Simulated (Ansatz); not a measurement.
Input deck for Ansatz 0.2.0, then the block of the output on the nuclei.

The cell is a COD entry, ions relaxed with PBE at fixed cell.

```yaml
crystal:
  lattice:
    - [2.4589507939, 1.4196759028, 4.1935]
    - [-2.4589507939, 1.4196759028, 4.1935]
    - [0.0, -2.8393518055, 4.1935]
  atoms:
    - { symbol: B, position: [0.010063587, 0.6543543564, 0.010063587] }
    - { symbol: B, position: [0.010063587, 0.010063587, 0.6543543564] }
    - { symbol: B, position: [0.6543543564, 0.010063587, 0.010063587] }
    - { symbol: B, position: [0.989936413, 0.3456456436, 0.989936413] }
    - { symbol: B, position: [0.3456456436, 0.989936413, 0.989936413] }
    - { symbol: B, position: [0.989936413, 0.989936413, 0.3456456436] }
    - { symbol: B, position: [0.2206211981, 0.6312311688, 0.2206211981] }
    - { symbol: B, position: [0.2206211981, 0.2206211981, 0.6312311688] }
    - { symbol: B, position: [0.6312311688, 0.2206211981, 0.2206211981] }
    - { symbol: B, position: [0.7793788019, 0.3687688312, 0.7793788019] }
    - { symbol: B, position: [0.3687688312, 0.7793788019, 0.7793788019] }
    - { symbol: B, position: [0.7793788019, 0.7793788019, 0.3687688312] }
kpoints:
  mp_grid: { grid: [8, 8, 8] }
scf:
  occupations: { method: fermi_dirac, width: 0.05 }
hamiltonian:
  xc: lda
  pseudopotentials: { kind: paw }
output:
  forces: true
  stress: true
  populations: true
  efg: { quadrupole_moments_barn: { B: 0.04059 }, contact_densities: true }
  write_density: true
  write_potential: true
  elf: true
  volumetric_format: npy
```

```sh
ansatz run input.yaml --threads 1 --pin off --max-ram 2560MiB --backend cpu --events-out ev --progress --plain --runs-dir out
```

Of the output, the block on the nuclei alone is shown; the set-up, the SCF iterations, energies, forces and stress are cut. One atom of each set with nearly equal values is shown.

```
--- PAW observables at the nuclei: V_zz in 10²¹ V/m², potentials from the cell's mean, atoms counted from 1 ---
  atom   1  B  V_zz =    -1.478085   η = 0.2062   by run symmetry: allowed   C_q = -1.4507 MHz
            electrostatic potential = -326.379508 V   contact ρ = 475.621246 e/Å³
  atom   7  B  V_zz =    +0.834992   η = 0.4121   by run symmetry: allowed   C_q = +0.8195 MHz
            electrostatic potential = -324.433430 V   contact ρ = 475.092521 e/Å³
```

Hardware: 1 thread of Intel Xeon 6975P-C (Granite Rapids) (x86_64; 48 cores open to the job, memory cap 2.5 GiB, no GPU), a shared host with a load of 0.3 a core. Wall time 7.5 s, CPU time 7.5 s, peak memory 0.45 GiB.

At this cell the LDA pressure is -10 GPa, so with LDA the cell would shrink if it were relaxed.
